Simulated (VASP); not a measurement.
A run of VASP 6.6.1 is set up as follows.

The input INCAR:

```
SYSTEM = SnS2
ALGO = Normal ; EDIFF = 1E-7
EDIFFG = -0.005 ; ENCUT = 600
GGA = PE ; IBRION = 2
ISIF = 3 ; ISMEAR = 0
LASPH = .TRUE. ; LCHARG = .FALSE.
LREAL = .FALSE. ; LWAVE = .FALSE.
NELM = 80 ; NSW = 90
PREC = Accurate ; SIGMA = 0.03
```

KPOINTS

```
k-points
0
G
  9 9 5
  0 0 0
```

POSCAR

```
SnS2                                    
1.0
    3.7012939939     -0.0000000000      0.0000000000
   -1.8506469969      3.2054146210      0.0000000000
    0.0000000000     -0.0000000000      6.7702874780
  Sn              S             
     1     2
Direct
     0.0000000000000000    0.0000000000000000    0.0000000000000000
     0.3333333300000021    0.6666666699999979    0.2183606092513628
     0.6666666699999979    0.3333333300000021    0.7816393907486372
```

Potentials or basis: VASP PAW PBE potentials, release 64 (Sn_d, S).

Run with:

```console
$ cat potpaw_PBE.64/Sn_d/POTCAR potpaw_PBE.64/S/POTCAR > POTCAR
$ mpirun -np 1 vasp_std > vasp.out
```

(1) Predict the relaxed volume.

(2) Estimate the band gap on the k mesh.

(3) What does it give for the space group after relaxing (to 0.05 Å)?

(4) Predict the relaxed cell.

## Answers

(1) 27.07 Å³/atom.

(2) 1.59 eV, indirect (least direct gap 1.84 eV).

(3) P-3m1 (No. 164).

(4) a = 3.700 Å, b = 3.700 Å, c = 6.850 Å, α = 90.00°, β = 90.00°, γ = 120.00°.

Caveat: spin-orbit coupling is left out, which moves the levels of the heavy elements; an odd mesh through Γ misses points on the zone boundary, where band edges often lie; this functional lacks dispersion, which binds the layers, so the pressure and a relaxed spacing across them are unreliable.
